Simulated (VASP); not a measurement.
Wanted: the native input for a VASP 6.6.1 run.

| Item | Value |
| --- | --- |
| Task | single point |
| Functional | revPBE |
| Potentials or basis | VASP PAW PBE potentials, release 64 (Y_sv) |
| Cutoff | 520 eV |
| k mesh | 9 × 9 × 9 |
| Occupations | fermi-dirac, width 0.1 eV |
| Spin | no spin polarisation |
| Dipole correction | no |
| Further INCAR settings | ALGO = Fast; EDIFF = 1e-07; NBANDS = 18 |

The structure of Y lies in POSCAR:

```
Y
1.0
    0.0000000000      3.6718200367      3.6718200367
    3.6718200367      0.0000000000      3.6718200367
    3.6718200367      3.6718200367      0.0000000000
Y
2
Direct
    0.1250000000      0.1250000000      0.1250000000
    0.8750000000      0.8750000000      0.8750000000
```

This isn't the form of Y at room conditions, which is hcp.

One way to write it, as run:

INCAR

```
SYSTEM = Y
ALGO = Fast
EDIFF = 1E-7
ENCUT = 520
GGA = RE
ISIF = 2
ISMEAR = -1
LASPH = .True.
LCHARG = .True.
LELF = .True.
LREAL = .False.
LVHAR = .True.
LWAVE = .False.
NBANDS = 18
NELM = 100
PREC = Accurate
SIGMA = 0.1
```

KPOINTS

```
k-points
0
Gamma
  9 9 9
  0 0 0
```

Potentials or basis: VASP PAW PBE potentials, release 64 (Y_sv).

Run with:

```console
$ cat potpaw_PBE.64/Y_sv/POTCAR > POTCAR
$ mpirun -np 1 vasp_std > vasp.out
```

Results of the run:

```yaml
Pressure: 0.0 GPa
Band_gap_on_the_k_mesh: none (metal or under the smearing width)
```

Caveat: the PAW data sets were made with another functional, which shifts forces and pressure a little.

Wall time 120 s on 1 thread of AMD EPYC 9R45 96-Core Processor (Zen 5) (shared host), peak memory 0.24 GiB.
